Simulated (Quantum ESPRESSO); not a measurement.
# TiAl (Pm-3m) in Quantum ESPRESSO: notebook

One crystal, TiAl, is run at these levels: LDA, PBE, PBEsol; tasks: phonons.

All numbers are computed with Quantum ESPRESSO 7.5; they aren't measurements. Logs are shortened: lines on timing, memory, paths and dates and some standing lists are left out, and cuts for length are marked.

### Step 1. The structure

Symmetry: Pm-3m, No. 221, cubic system. The conventional cell has a = 3.179 Å, b = 3.179 Å, c = 3.179 Å, α = 90.00°, β = 90.00°, γ = 90.00°. Ti (site symmetry m-3m) is surrounded by 8 Al at 2.75 Å. Al (site symmetry m-3m) is surrounded by 8 Ti at 2.75 Å.

The cell comes from a database or a generator and needn't be the stable form of this composition.

### Step 2. Phonons, LDA

Input file pw.in:

```
&CONTROL
  calculation = 'scf'
  prefix = 'pwscf'
  outdir = './tmp'
  pseudo_dir = './pseudo'
  tprnfor = .true.
  tstress = .true.
  disk_io = 'low'
/
&SYSTEM
  ibrav = 0
  nat = 2
  ntyp = 2
  ecutwfc = 45
  ecutrho = 360
  nbnd = 13
  occupations = 'smearing'
  smearing = 'mv'
  degauss = 0.01469973
/
&ELECTRONS
  conv_thr = 4d-10
  electron_maxstep = 120
  mixing_beta = 0.5
/
ATOMIC_SPECIES
Ti    47.8670 ti_lda_v1.4.uspp.F.UPF
Al    26.9815 al_lda_v1.uspp.F.UPF
CELL_PARAMETERS angstrom
   3.1790640000    0.0000000000    0.0000000000
   0.0000000000    3.1790640000    0.0000000000
   0.0000000000    0.0000000000    3.1790640000
ATOMIC_POSITIONS crystal
Ti     0.0000000000    0.0000000000    0.0000000000
Al     0.5000000000    0.5000000000    0.5000000000
K_POINTS automatic
8 8 8 0 0 0
```

Input file relax.in:

```
&CONTROL
  calculation = 'vc-relax'
  prefix = 'pwscf'
  outdir = './tmp'
  pseudo_dir = './pseudo'
  tprnfor = .true.
  tstress = .true.
  disk_io = 'low'
  nstep = 40
  forc_conv_thr = 0.0001
  etot_conv_thr = 1d-06
/
&SYSTEM
  ibrav = 0
  nat = 2
  ntyp = 2
  ecutwfc = 45
  ecutrho = 360
  nbnd = 13
  occupations = 'smearing'
  smearing = 'mv'
  degauss = 0.01469973
/
&ELECTRONS
  conv_thr = 4d-10
  electron_maxstep = 120
  mixing_beta = 0.5
/
&IONS
  ion_dynamics = 'bfgs'
/
&CELL
  cell_dynamics = 'bfgs'
  press = 0
  press_conv_thr = 0.2
/
ATOMIC_SPECIES
Ti    47.8670 ti_lda_v1.4.uspp.F.UPF
Al    26.9815 al_lda_v1.uspp.F.UPF
CELL_PARAMETERS angstrom
   3.1790640000    0.0000000000    0.0000000000
   0.0000000000    3.1790640000    0.0000000000
   0.0000000000    0.0000000000    3.1790640000
ATOMIC_POSITIONS crystal
Ti     0.0000000000    0.0000000000    0.0000000000
Al     0.5000000000    0.5000000000    0.5000000000
K_POINTS automatic
8 8 8 0 0 0
```

Input file scf2.in:

```
&CONTROL
  calculation = 'scf'
  prefix = 'pwscf'
  outdir = './tmp'
  pseudo_dir = './pseudo'
  tprnfor = .true.
  tstress = .true.
  disk_io = 'low'
/
&SYSTEM
  ibrav = 0
  nat = 2
  ntyp = 2
  ecutwfc = 45
  ecutrho = 360
  nbnd = 13
  occupations = 'smearing'
  smearing = 'mv'
  degauss = 0.01469973
/
&ELECTRONS
  conv_thr = 1d-13
  electron_maxstep = 120
  mixing_beta = 0.5
  startingpot = 'file'
  startingwfc = 'file'
/
ATOMIC_SPECIES
Ti    47.8670 ti_lda_v1.4.uspp.F.UPF
Al    26.9815 al_lda_v1.uspp.F.UPF
CELL_PARAMETERS angstrom
   3.1248752612    0.0000000000    0.0000000000
   0.0000000000    3.1248752612    0.0000000000
   0.0000000000    0.0000000000    3.1248752612
ATOMIC_POSITIONS crystal
Ti     0.0000000000    0.0000000000    0.0000000000
Al     0.5000000000    0.5000000000    0.5000000000
K_POINTS automatic
8 8 8 0 0 0
```

Input file ph.in:

```
phonons of TiAl
&INPUTPH
  prefix = 'pwscf'
  outdir = './tmp'
  tr2_ph = 1d-18
  fildyn = 'dyn'
  niter_ph = 90
  alpha_mix(1) = 0.4
/
0.0000000000 0.0000000000 0.0000000000
```

Input file dynmat.in:

```
&INPUT
  fildyn = 'dyn'
  asr = 'crystal'
  filout = 'dynmat.disp'
  fileig = 'dynmat.eig'
/
```

Potentials or basis: GBRV 1.5 LDA.

Command:

```sh
$ OMP_NUM_THREADS=1 pw.x -in pw.in > pw.out
$ OMP_NUM_THREADS=1 pw.x -in relax.in > relax.out
$ OMP_NUM_THREADS=1 pw.x -in scf2.in > scf2.out
$ OMP_NUM_THREADS=1 ph.x -in ph.in > ph.out
$ OMP_NUM_THREADS=1 dynmat.x -in dynmat.in > dynmat.out
```

pw.out:

```text
This program is part of the open-source Quantum ESPRESSO suite
     for quantum simulation of materials; please cite
[... 9 lines left out ...]
     --------------------
     sticks:   dense  smooth     PW     G-vecs:    dense   smooth      PW
     Sum        1041     517    169                25173     8829    1575

     Using Slab Decomposition

     bravais-lattice index     =            0
     lattice parameter (alat)  =       6.0076  a.u.
     unit-cell volume          =     216.8175 (a.u.)^3
     number of atoms/cell      =            2
     number of atomic types    =            2
     number of electrons       =        15.00
     number of Kohn-Sham states=           13
     kinetic-energy cutoff     =      45.0000  Ry
     charge density cutoff     =     360.0000  Ry
     scf convergence threshold =      4.0E-10
     mixing beta               =       0.5000
     number of iterations used =            8  plain     mixing
     Exchange-correlation= SLA  PZ   NOGX NOGC
                           (   1   1   0   0   0   0   0)

     celldm(1)=   6.007560  celldm(2)=   0.000000  celldm(3)=   0.000000
     celldm(4)=   0.000000  celldm(5)=   0.000000  celldm(6)=   0.000000

     crystal axes: (cart. coord. in units of alat)
               a(1) = (   1.000000   0.000000   0.000000 )
               a(2) = (   0.000000   1.000000   0.000000 )
               a(3) = (   0.000000   0.000000   1.000000 )

     reciprocal axes: (cart. coord. in units 2 pi/alat)
               b(1) = (  1.000000  0.000000  0.000000 )
               b(2) = (  0.000000  1.000000  0.000000 )
               b(3) = (  0.000000  0.000000  1.000000 )

     PseudoPot. # 1 for Ti read from file:
     ti_lda_v1.4.uspp.F.UPF
     Pseudo is Ultrasoft + core correction, Zval = 12.0
     Generated by new atomic code, or converted to UPF format
     Using radial grid of  851 points,  6 beta functions with:
                l(1) =   0
                l(2) =   0
                l(3) =   1
                l(4) =   1
                l(5) =   2
                l(6) =   2
     Q(r) pseudized with  6 coefficients,  rinner =    1.000   1.000   1.000
                                                       1.000   1.000

     PseudoPot. # 2 for Al read from file:
     al_lda_v1.uspp.F.UPF
     Pseudo is Ultrasoft + core correction, Zval =  3.0
     Generated by new atomic code, or converted to UPF format
     Using radial grid of  893 points,  3 beta functions with:
                l(1) =   0
                l(2) =   1
                l(3) =   2
     Q(r) pseudized with  8 coefficients,  rinner =    0.900   0.900   0.900
                                                       0.900   0.900

     atomic species   valence    mass     pseudopotential
     Ti               12.00    47.86700     Ti( 1.00)
     Al                3.00    26.98150     Al( 1.00)

     48 Sym. Ops., with inversion, found

   Cartesian axes

     site n.     atom                  positions (alat units)
         1        Ti     tau(   1) = (   0.0000000   0.0000000   0.0000000  )
         2        Al     tau(   2) = (   0.5000000   0.5000000   0.5000000  )

     number of k points=    35  Marzari-Vanderbilt smearing, width (Ry)=  0.0147
                       cart. coord. in units 2pi/alat
        k(    1) = (   0.0000000   0.0000000   0.0000000), wk =   0.0039062
        k(    2) = (   0.0000000   0.0000000   0.1250000), wk =   0.0234375
        k(    3) = (   0.0000000   0.0000000   0.2500000), wk =   0.0234375
        k(    4) = (   0.0000000   0.0000000   0.3750000), wk =   0.0234375
        k(    5) = (   0.0000000   0.0000000  -0.5000000), wk =   0.0117188
        k(    6) = (   0.0000000   0.1250000   0.1250000), wk =   0.0468750
[... 27 lines left out ...]
        k(   34) = (   0.3750000  -0.5000000  -0.5000000), wk =   0.0234375
        k(   35) = (  -0.5000000  -0.5000000  -0.5000000), wk =   0.0039062

     Dense  grid:    25173 G-vectors     FFT dimensions: (  40,  40,  40)

     Smooth grid:     8829 G-vectors     FFT dimensions: (  25,  25,  25)

     Check: negative core charge=   -0.000007

     Initial potential from superposition of free atoms

     starting charge      13.9978, renormalised to      15.0000

     negative rho (up, down):  6.441E-04 0.000E+00
     Starting wfcs are   14 randomized atomic wfcs

     Self-consistent Calculation

     iteration #  1     ecut=    45.00 Ry     beta= 0.50
     Davidson diagonalization with overlap
     ethr =  1.00E-02,  avg # of iterations =  3.6

     negative rho (up, down):  6.668E-04 0.000E+00

     total energy              =    -125.72483817 Ry
     estimated scf accuracy    <       0.52922341 Ry

     iteration #  2     ecut=    45.00 Ry     beta= 0.50
     Davidson diagonalization with overlap
     ethr =  3.53E-03,  avg # of iterations =  2.7

     negative rho (up, down):  5.269E-04 0.000E+00

     total energy              =    -125.84596086 Ry
     estimated scf accuracy    <       0.37936968 Ry

     iteration #  3     ecut=    45.00 Ry     beta= 0.50
     Davidson diagonalization with overlap
     ethr =  2.53E-03,  avg # of iterations =  1.7

     negative rho (up, down):  4.421E-04 0.000E+00

     total energy              =    -125.92069719 Ry
     estimated scf accuracy    <       0.00648000 Ry

     iteration #  4     ecut=    45.00 Ry     beta= 0.50
     Davidson diagonalization with overlap
     ethr =  4.32E-05,  avg # of iterations =  3.0
[... 46 lines left out ...]
     negative rho (up, down):  4.249E-04 0.000E+00

     total energy              =    -125.92284184 Ry
     estimated scf accuracy    <          5.3E-09 Ry

     iteration # 10     ecut=    45.00 Ry     beta= 0.50
     Davidson diagonalization with overlap
     ethr =  3.55E-11,  avg # of iterations =  1.4

     negative rho (up, down):  4.249E-04 0.000E+00

     total energy              =    -125.92284184 Ry
     estimated scf accuracy    <          9.8E-10 Ry

     iteration # 11     ecut=    45.00 Ry     beta= 0.50
     Davidson diagonalization with overlap
     ethr =  6.51E-12,  avg # of iterations =  2.3

     negative rho (up, down):  4.248E-04 0.000E+00

     End of self-consistent calculation

          k = 0.0000 0.0000 0.0000 (  1141 PWs)   bands (ev):

   -45.1361 -21.6468 -21.6468 -21.6468   1.9155   9.7438   9.7438  12.9109
    12.9109  12.9109  15.5372  15.5372  15.5372

          k = 0.0000 0.0000 0.1250 (  1109 PWs)   bands (ev):

   -45.1338 -21.6731 -21.6445 -21.6445   2.1642   9.5968   9.8513  12.5292
    12.5292  12.9396  14.6904  16.1020  16.1020

          k = 0.0000 0.0000 0.2500 (  1117 PWs)   bands (ev):

   -45.1282 -21.7361 -21.6388 -21.6388   2.8888   8.8188  10.1334  11.8911
    11.8911  13.0100  13.8883  17.3128  17.3128

          k = 0.0000 0.0000 0.3750 (  1101 PWs)   bands (ev):

   -45.1227 -21.7985 -21.6331 -21.6331   4.0227   7.3230  10.4568  11.4220
    11.4220  13.0822  13.9653  18.1493  18.8030

          k = 0.0000 0.0000-0.5000 (  1108 PWs)   bands (ev):

   -45.1204 -21.8242 -21.6307 -21.6307   5.1565   6.0000  10.6070  11.2547
    11.2547  13.1126  14.1492  17.8036  20.5349

          k = 0.0000 0.1250 0.1250 (  1109 PWs)   bands (ev):

   -45.1315 -21.6719 -21.6692 -21.6421   2.4078   9.6444   9.7960  12.1001
    12.4374  12.7427  15.0050  15.3730  16.5963
[... 21 lines left out ...]
          k = 0.0000 0.2500 0.3750 (  1107 PWs)   bands (ev):

   -45.1150 -21.7866 -21.7183 -21.6254   4.7546   7.9618   9.8467  11.0361
    11.6641  12.3450  14.0574  16.0318  18.2795

          k = 0.0000 0.2500-0.5000 (  1104 PWs)   bands (ev):

   -45.1128 -21.8115 -21.7153 -21.6230   5.5588   7.0047  10.1884  10.7913
    11.5220  12.3926  14.0528  16.8256  17.3043

          k = 0.0000 0.3750 0.3750 (  1103 PWs)   bands (ev):

   -45.1096 -21.7793 -21.7767 -21.6199   5.4831   8.3754   9.2005  10.8227
    11.8084  11.9766  13.9640  15.7204  17.0536

          k = 0.0000 0.3750-0.5000 (  1096 PWs)   bands (ev):

   -45.1074 -21.8025 -21.7745 -21.6176   5.9308   8.1049   9.4439  10.4712
    11.7330  11.9814  13.9343  16.1232  16.1738

          k = 0.0000-0.5000-0.5000 (  1092 PWs)   bands (ev):

   -45.1051 -21.7988 -21.7988 -21.6154   6.1252   9.1116   9.1116   9.7184
    11.8270  11.8270  13.8975  15.8634  15.8688

          k = 0.1250 0.1250 0.1250 (  1102 PWs)   bands (ev):

   -45.1292 -21.6706 -21.6667 -21.6667   2.6462   9.7393   9.7393  11.8785
    12.3362  12.3362  15.5188  15.5188  15.8280

          k = 0.1250 0.1250 0.2500 (  1112 PWs)   bands (ev):

   -45.1237 -21.7302 -21.6630 -21.6607   3.3380   9.0854   9.9933  11.5201
    11.6570  12.4326  14.4821  16.4896  16.5300

          k = 0.1250 0.1250 0.3750 (  1107 PWs)   bands (ev):

   -45.1182 -21.7916 -21.6568 -21.6547   4.4058   7.6655  10.3213  11.1039
    11.5144  12.5548  14.1262  17.3538  17.4933

          k = 0.1250 0.1250-0.5000 (  1116 PWs)   bands (ev):

   -45.1159 -21.8168 -21.6542 -21.6522   5.3791   6.5106  10.5707  10.7973
    11.5142  12.6040  14.1459  17.6864  18.3852

          k = 0.1250 0.2500 0.2500 (  1103 PWs)   bands (ev):

   -45.1183 -21.7255 -21.7203 -21.6558   3.9762   9.3703   9.4251  11.2986
    11.5608  12.0678  14.7265  15.5871  17.1680

          k = 0.1250 0.2500 0.3750 (  1108 PWs)   bands (ev):

   -45.1128 -21.7832 -21.7155 -21.6498   4.9320   8.1231   9.7412  11.1113
    11.6309  12.1094  14.2593  16.0891  17.8635

          k = 0.1250 0.2500-0.5000 (  1108 PWs)   bands (ev):

   -45.1106 -21.8080 -21.7126 -21.6474   5.6949   7.2075   9.8921  10.9545
    11.7850  12.1211  14.1277  16.6875  17.6369

          k = 0.1250 0.3750 0.3750 (  1103 PWs)   bands (ev):

   -45.1074 -21.7761 -21.7735 -21.6440   5.6500   8.5172   9.0621  10.8518
    11.8467  12.0636  14.1451  15.5791  17.0454

          k = 0.1250 0.3750-0.5000 (  1096 PWs)   bands (ev):

   -45.1052 -21.7992 -21.7713 -21.6416   6.0981   8.1878   9.2169  10.5978
    12.0339  12.0541  14.0091  15.7293  16.2760

          k = 0.1250-0.5000-0.5000 (  1108 PWs)   bands (ev):

   -45.1030 -21.7955 -21.7955 -21.6392   6.3132   8.9043   8.9043  10.0647
    12.1417  12.1417  13.9068  15.3904  15.8426

          k = 0.2500 0.2500 0.2500 (  1093 PWs)   bands (ev):

   -45.1129 -21.7205 -21.7134 -21.7134   4.5649   9.4162   9.4162  10.9192
    11.6613  11.6613  15.6006  15.6006  15.8075

          k = 0.2500 0.2500 0.3750 (  1110 PWs)   bands (ev):

   -45.1075 -21.7752 -21.7108 -21.7066   5.4285   8.4797   9.3634  11.3239
    11.4526  12.0240  14.6267  15.7287  16.6319

          k = 0.2500 0.2500-0.5000 (  1106 PWs)   bands (ev):

   -45.1053 -21.7996 -21.7079 -21.7038   6.0715   7.7206   9.3283  11.4057
    11.6438  12.2660  14.2199  15.6266  17.6443

          k = 0.2500 0.3750 0.3750 (  1103 PWs)   bands (ev):

   -45.1022 -21.7683 -21.7659 -21.7019   6.1182   8.6862   8.7610  11.1691
    12.0197  12.2533  14.6565  14.7550  16.4510

          k = 0.2500 0.3750-0.5000 (  1092 PWs)   bands (ev):

   -45.1000 -21.7911 -21.7638 -21.6991   6.5668   8.2671   8.7793  11.1876
    12.2391  12.6928  14.1776  14.4500  16.4542

          k = 0.2500-0.5000-0.5000 (  1104 PWs)   bands (ev):

   -45.0978 -21.7876 -21.7876 -21.6963   6.8493   8.5018   8.5018  11.0506
    12.8742  12.8742  13.9293  13.9953  15.6955

          k = 0.3750 0.3750 0.3750 (  1094 PWs)   bands (ev):

   -45.0969 -21.7615 -21.7583 -21.7583   6.7682   8.4933   8.4933  12.0046
    12.4247  12.4247  13.5991  15.4179  15.4179

          k = 0.3750 0.3750-0.5000 (  1092 PWs)   bands (ev):

   -45.0947 -21.7830 -21.7572 -21.7551   7.2010   8.2184   8.3898  12.3276
    12.4920  13.0327  13.3929  14.3063  16.0106

          k = 0.3750-0.5000-0.5000 (  1080 PWs)   bands (ev):

   -45.0925 -21.7796 -21.7796 -21.7530   7.5987   8.1759   8.1759  12.4241
    12.5010  13.7113  13.7113  13.9519  15.1964

          k =-0.5000-0.5000-0.5000 (  1088 PWs)   bands (ev):

   -45.0903 -21.7763 -21.7763 -21.7763   8.0550   8.0550   8.0550  11.6581
    13.9614  13.9614  14.1637  14.1637  14.1637

     the Fermi energy is    11.1627 ev

!    total energy              =    -125.92284184 Ry
     estimated scf accuracy    <          3.7E-11 Ry
     smearing contrib. (-TS)   =      -0.00088151 Ry
     internal energy E=F+TS    =    -125.92196033 Ry

     The total energy is F=E-TS. E is the sum of the following terms:
     one-electron contribution =     -53.55584246 Ry
     hartree contribution      =      31.66305356 Ry
     xc contribution           =     -22.15801571 Ry
     ewald contribution        =     -81.87115572 Ry

     convergence has been achieved in  11 iterations

     negative rho (up, down):  4.248E-04 0.000E+00

     Forces acting on atoms (cartesian axes, Ry/au):

     atom    1 type  1   force =     0.00000000    0.00000000    0.00000000
     atom    2 type  2   force =     0.00000000    0.00000000    0.00000000

     Total force =     0.000000     Total SCF correction =     0.000000

     Computing stress (Cartesian axis) and pressure

     negative rho (up, down):  4.248E-04 0.000E+00
          total   stress  (Ry/bohr**3)                   (kbar)     P=      -58.45
  -0.00039737   0.00000000   0.00000000          -58.45        0.00        0.00
   0.00000000  -0.00039737   0.00000000            0.00      -58.45        0.00
   0.00000000   0.00000000  -0.00039737            0.00        0.00      -58.45

=------------------------------------------------------------------------------=
   JOB DONE.
=------------------------------------------------------------------------------=
```

It took 2 min on 1 thread of Arm Neoverse V1, shared host; peak memory 0.14 GiB.

Results:

- Free energy: -1713.2980 eV
- Relaxed volume: 15.26 Å³/atom
- Relaxed cell: a = 3.125 Å, b = 3.125 Å, c = 3.125 Å, α = 90.00°, β = 90.00°, γ = 90.00°
- Space group after relaxing (to 0.05 Å): Pm-3m (No. 221)
- Pressure after relaxing: 0.0 GPa
- Band gap on the k mesh: none (metal or under the smearing width)
- Highest phonon frequency at Γ: 329 cm⁻¹

Step by step:
| step | energy change (eV) | largest force (eV/Å) | pressure (GPa) | volume (Å³) |
| --- | --- | --- | --- | --- |
| 1 | 0.0000 | 0.0000 | -5.85 | 32.13 |
| 2 | -0.0251 | 0.0000 | -2.60 | 31.18 |
| 3 | -0.0306 | 0.0000 | 0.22 | 30.46 |
| 4 | -0.0306 | 0.0000 | -0.01 | 30.52 |
| 5 | -0.0306 | 0.0000 | 0.00 | 30.51 |

Final structure:
```
CELL_PARAMETERS angstrom
3.12488 0.00000 0.00000
0.00000 3.12488 0.00000
0.00000 0.00000 3.12488
ATOMIC_POSITIONS crystal
Ti 0.00000 0.00000 0.00000
Al 0.50000 0.50000 0.50000
```

Phonon frequencies in cm⁻¹ (negative: imaginary):
| q point | frequencies |
| --- | --- |
| (0.000, 0.000, 0.000) | -11 -11 -11 329 329 329 |

Optical modes at Γ, degenerate ones joined:
```
cm⁻¹  components  symmetry  active in
 329           3       T1u         IR
```

Caveat: the mesh is thin for the phonons of a metal.

(Continued in part 2 of 2.)
